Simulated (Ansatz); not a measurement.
## An inverse problem

Cell vectors (Å):

```
0.0000 3.2213 3.2213
3.2213 0.0000 3.2213
3.2213 3.2213 0.0000
```

| atom | a | b | c |
| --- | --- | --- | --- |
| Te | 0.5000 | 0.5000 | 0.5000 |
| X | 0.0000 | 0.0000 | 0.0000 |

Computed with PBEsol, all-electron LAPW in Ansatz 0.2.0, scalar-relativistic. k mesh 6×6×6, strains of ±0.008, fixed occupations.

Elastic constants of a crystal by Kohn-Sham DFT: slopes of the stress over finite engineering strains of the given cell, Voigt indices, Cartesian axes as in the cell vectors.

```tsv
index	elastic (GPa)
11	125.8
12	5
44	14.8
```

Task: All X atoms are one element. Which one was computed?

Result: Pb; the crystal is TePb (Fm-3m).

Keep in mind: no spin-orbit coupling on heavy atoms.
